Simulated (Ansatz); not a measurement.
**What a trial cell of InH₂ relaxes into**

These are results of Ansatz, DFT PBE, scalar-relativistic, plane waves, PAW, not measurements. Cutoff 420 eV, Γ-centred k mesh, Gaussian smearing, no spin polarisation in the final step.

The start puts InH₂ on the sites of a reported Ti2Pd cell (I4/mmm, No. 139), with In in place of Pd, H in place of Ti, at a guessed volume.

```
In H
1.0
    -1.45168    1.45168    4.72337
     1.45168   -1.45168    4.72337
     1.45168    1.45168   -4.72337
In H
1 2
Direct
  0.00000 0.00000 0.00000
  0.34000 0.34000 0.00000
  0.66000 0.66000 0.00000
```

Steps on the 8×8×8 mesh (3 atoms). 9 of 9 steps are shown, and the free energy counts from the last. Trial steps that were taken back and renewals of the plane-wave basis can be among the rows.

```tsv
step	ΔF (meV/atom)	V (Å³/atom)	P (GPa)	largest force component (eV/Å)
1	141.7	13.27	-1.89	0.888
2	29.0	13.00	-1.58	0.450
3	8.5	12.44	1.43	0.224
4	3.7	12.60	-0.51	0.010
5	2.5	12.44	-0.52	0.004
6	1.4	12.30	-0.53	0.003
7	0.1	11.60	0.33	0.005
8	-0.4	11.81	0.07	0.002
9	0.0	11.81	0.02	0.002
```

Steps on the 22×22×22 mesh (3 atoms). 10 of 17 steps are shown, and the free energy counts from the last.

```
step  ΔF (meV/atom) V (Å³/atom) P (GPa) largest force component (eV/Å)
   1          200.3        11.81    -0.03                           0.027
   2          196.9        11.72    -0.49                           0.058
   4          167.4        10.84     0.97                           0.153
   5          125.4        10.60     2.04                           0.237
   7           33.1        11.21     2.77                           0.107
   8           19.8        11.65     3.96                           0.389
  10            9.5        12.06     0.43                           0.013
  13            1.6        12.16     0.81                           0.007
  14            0.4        12.40     0.20                           0.013
  17            0.0        12.51     0.00                           0.000
```

A final relaxation ran on a 22×22×22 mesh. The relaxed crystal, I4/mmm (No. 139):

```
In H
1.0
    -1.77146    1.77146    2.99075
     1.77146   -1.77146    2.99075
     1.77146    1.77146   -2.99075
In H
1 2
Cartesian
  0.0000 0.0000 0.0000
  0.0000 0.0000 1.8363
  0.0000 0.0000 4.1453
```

| Item | Value |
| --- | --- |
| Volume per atom | 12.51 Å³ |
| Density | 5.17 g/cm³ |
| Energy over the elements | 0.55 eV/atom |
| Gap on the 22×22×22 mesh | 0 eV (a metal) |

The zero of energy is the elements' standard structures at the same level (H₂ as a molecule); no fitted shifts are applied.

The final run used a 22×22×22 mesh on its 3-atom cell and 0.10 eV smearing. The k mesh leaves about 4 meV/atom of noise in metals.

A structure relaxed within its symmetry needn't be a true minimum.

Cost: 3 runs of about 7.5 core-minutes in all, on Arm Neoverse V1 (shared hosts).